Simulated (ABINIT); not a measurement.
**Si2Mo: single point with LDA**

The system is Si2Mo.

```
Mo Si
1.0
    -1.55614    1.55614    3.82276
     1.55614   -1.55614    3.82276
     1.55614    1.55614   -3.82276
Mo Si
1 2
Direct
  0.00000 0.00000 0.00000
  0.66700 0.66700 0.00000
  0.33300 0.33300 0.00000
```

The cell isn't the ideal one: cell squeezed.

```json
{
 "Program": "ABINIT 10.8.3 (patched build)",
 "Task": "single point",
 "Functional": "LDA",
 "Potentials or basis": "PseudoDojo NC SR LDA v0.4.1 standard",
 "Cutoff": "952 eV",
 "k mesh": "9 × 9 × 9",
 "Occupations": "fermi-dirac, width 0.05 eV",
 "Spin": "no spin polarisation"
}
```

| Property | Result |
| --- | --- |
| Pressure | 13.5 GPa |
| Largest force | 0.270 eV/Å |
| Band gap on the k mesh | none (metal or under the smearing width) |
| Valence electrons inside the program's atomic spheres | Mo 10.69; Si 1.89 |

Forces on the atoms (eV/Å):
```
Mo   0.000  0.000  0.000
Si   0.000  0.000 -0.270
Si   0.000  0.000  0.270
```

Stress tensor (GPa, compression positive):
```
13.44  0.00  0.00
 0.00 13.44  0.00
 0.00  0.00 13.70
```

Levels at points of the mesh, in eV from the Fermi level:
| k point | band 7 | band 8 | band 9 | band 10 | band 11 | band 12 | band 13 | band 14 | band 15 |
| --- | --- | --- | --- | --- | --- | --- | --- | --- | --- |
| (0.00, 0.00, 0.00) | -3.37 | -3.27 | -2.82 | -2.82 | 0.54 | 2.98 | 3.65 | 3.97 | 3.98 |

Wall time 2 min on 1 thread of Arm Neoverse V2 (shared host), peak memory 0.12 GiB.
